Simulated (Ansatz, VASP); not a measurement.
## One calculation of FeO, 3 ways

The starting cell:

```xyz
2
Lattice="0.0000 2.1554 2.1554 2.1554 0.0000 2.1554 2.1554 2.1554 0.0000" Properties=species:S:1:pos:R:3 pbc="T T T"
Fe    0.0000    0.0000    0.0000
O     2.1554    2.1554    2.1554
```

Alike in all runs: task relaxation of cell and atoms; functional PBE; dispersion D3(BJ); k mesh 8 × 8 × 8; occupations fermi-dirac, width 0.05 eV; collinear spin, ferromagnetic start; no spin-orbit coupling. The measured crystal is an antiferromagnetic insulator; the state found here is the runs' own.

```tsv
program and potentials	plane-wave cutoff (eV)	notes	equilibrium volume (Å³/atom)
Ansatz, Ansatz PAW	420	11 valence electrons an atom on average	9.83
Ansatz, all-electron LAPW, scalar-relativistic	-	-	9.82
VASP, PBE PAW files Fe, O, 600 eV	600	7 valence electrons an atom on average	9.82
```

The equilibrium volume spans 9.82 (VASP, PBE PAW files Fe, O, 600 eV) to 9.83 Å³/atom (Ansatz, Ansatz PAW), with all-electron results at 9.82. The state is the one that the start led to, which needn't be the lowest. Relaxations stop with a little pressure left, so the last digit of a volume isn't settled.

Differences between rows come from potentials, basis sets and numerical settings, since the functional is the same but for its coding. Runs on potential files found faulty are left out.
